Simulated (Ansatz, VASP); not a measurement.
This is a calculation of Mg (Magnesium) for VASP 6.6.1. 

INCAR

```
PREC = Accurate
ENCUT = 600
EDIFF = 1E-6
ISMEAR = -1
SIGMA = 0.05
LREAL = False
LASPH = True
NELM = 60
ALGO = Normal
ISIF = 3
LWAVE = False
LCHARG = False
GGA = B5
ALDAX = 1.0
AGGAX = 1.0
AGGAC = 1.0
ALDAC = 0.0
IVDW = 12
VDW_S6 = 1.0
VDW_S8 = 2.6996
VDW_A1 = 0.4298
VDW_A2 = 4.2359
IBRION = 2
NSW = 40
EDIFFG = -0.01
```

KPOINTS

```
regular mesh
0
Gamma
  10 10 5
```

File POSCAR:

```
Mg
1.0
    3.2093000000      0.0000000000      0.0000000000
   -1.6046500000      2.7793353284      0.0000000000
    0.0000000000      0.0000000000      5.2103000000
Mg
2
Direct
    0.6666666667      0.3333333333      0.7500000000
    0.3333333333      0.6666666667      0.2500000000
```

Potentials or basis: VASP PAW PBE potentials, release 64 (Mg).

Run with:

```sh
$ cat potpaw_PBE.64/Mg/POTCAR > POTCAR
$ mpirun -np 1 vasp_std > vasp.out
```

**Question.** What does the same run look like in Ansatz 0.2.0? Potentials or basis there: Ansatz PAW, cutoff 420 eV.

**Answer.** As run (cutoffs and basis follow the program's own potentials, and thresholds, step limits or extra output files can differ):

The input input.yaml:

```yaml
crystal:
  lattice:
    - [3.2093, 0.0, 0.0]
    - [-1.60465, 2.7793353284, 0.0]
    - [0.0, 0.0, 5.2103]
  atoms:
    - { symbol: Mg, position: [0.6666666667, 0.3333333333, 0.75] }
    - { symbol: Mg, position: [0.3333333333, 0.6666666667, 0.25] }
hamiltonian:
  xc: blyp
  pseudopotentials: { kind: paw }
  dispersion: d3bj
kpoints:
  mp_grid: { grid: [10, 10, 5] }
scf:
  occupations: { method: fermi_dirac, width: 0.05 }
output:
  forces: true
  stress: true
  eigenvalues: true
relax:
  f_tol: 0.01
  max_steps: 40
  cell: { stress_tol: 0.05 }
```

Potentials or basis: Ansatz PAW.

Launch:

```sh
$ ansatz run input.yaml --threads 2 --pin off --max-ram 5632MiB --backend cpu --events-out ev --progress --plain --runs-dir out
```

Both were run:

|  | VASP | Ansatz |
| --- | --- | --- |
| Relaxed volume | 20.55 Å³/atom | 20.57 Å³/atom |
| Relaxed cell | a = 3.050 Å, b = 3.050 Å, c = 5.101 Å, α = 90.00°, β = 90.00°, γ = 120.00° | a = 3.051 Å, b = 3.051 Å, c = 5.103 Å, α = 90.00°, β = 90.00°, γ = 120.00° |
| Space group after relaxing | P6_3/mmc (No. 194) | P6_3/mmc (No. 194) |
| Pressure after relaxing | 0.0 GPa | 0.0 GPa |

Ansatz's pressure holds a Pulay term of +0.00 GPa for its cutoff of 420 eV, which the other run lacks.

The potentials hold 4 and 20 valence electrons a cell.

VASP's potentials were made for PBE. Ansatz's potentials were made for PBE.

Where Ansatz's input types no cutoff or centring, it takes its own default and a Γ-centred mesh.

Pressure is positive in compression.
